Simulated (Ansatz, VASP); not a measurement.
Two plane-wave programs on BN

Contents of INCAR:

```
PREC = Accurate
ENCUT = 600
EDIFF = 1E-6
ISMEAR = 0
SIGMA = 0.02
LREAL = False
LASPH = True
NELM = 80
ALGO = Normal
ISIF = 3
LWAVE = False
LCHARG = False
GGA = PE
IVDW = 12
IBRION = 2
NSW = 100
EDIFFG = -0.005
```

File KPOINTS:

```
Automatic mesh
0
Gamma
  12 12 4
```

POSCAR

```
BN
1.0
    2.4982400000      0.0000000000      0.0000000000
   -1.2491200000      2.1635393048      0.0000000000
    0.0000000000      0.0000000000      6.6357000000
B N
2 2
Direct
    0.3333333333      0.6666666667      0.2500000000
    0.6666666667      0.3333333333      0.7500000000
    0.3333333333      0.6666666667      0.7500000000
    0.6666666667      0.3333333333      0.2500000000
```

Input for Ansatz:

```yaml
crystal:
  lattice:
    - [2.49824, 0.0, 0.0]
    - [-1.24912, 2.1635393048, 0.0]
    - [0.0, 0.0, 6.6357]
  atoms:
    - { symbol: B, position: [0.3333333333, 0.6666666667, 0.25] }
    - { symbol: B, position: [0.6666666667, 0.3333333333, 0.75] }
    - { symbol: "N", position: [0.3333333333, 0.6666666667, 0.75] }
    - { symbol: "N", position: [0.6666666667, 0.3333333333, 0.25] }
basis:
  ecutwfc: 420
kpoints:
  mp_grid: { grid: [12, 12, 4] }
hamiltonian:
  xc: pbe
  dispersion: d3bj
scf:
  occupations: { method: gaussian, width: 0.02 }
output:
  forces: true
  stress: true
  eigenvalues: true
  write_density: true
  write_potential: true
  elf: true
  volumetric_format: npy
relax:
  adjacent_minimum: "off"
  f_tol: 0.005
  max_steps: 80
  cell: { stress_tol: 0.05 }
```

Alike in both runs: task relaxation of cell and atoms; functional PBE; dispersion D3(BJ); k mesh 12 × 12 × 4; occupations gaussian, width 0.02 eV; no spin polarisation.

|  | VASP | Ansatz |
| --- | --- | --- |
| version | VASP 6.6.1 | Ansatz 0.2.0 |
| potentials or method | VASP PAW PBE potentials, release 64 (B, N) | scalar-relativistic, plane waves, PAW |
| plane-wave cutoff (eV) | 600 | 420 |
| valence electrons in the cell | 16 | 16 |

|  | VASP | Ansatz | Ansatz less VASP |
| --- | --- | --- | --- |
| gap on the k mesh at the Fermi level, each at its own relaxed structure (eV) | 4.25 | 4.27 | +0.027 |
| relaxed volume (Å³/atom) | 8.92 | 9.00 | +0.074 |
| relaxed cell length with the largest relative difference (Å) | 6.561 | 6.614 | +0.0536 |

A k mesh can miss the band edges. PBE gaps usually lie below the measured ones, often by a third to a half.
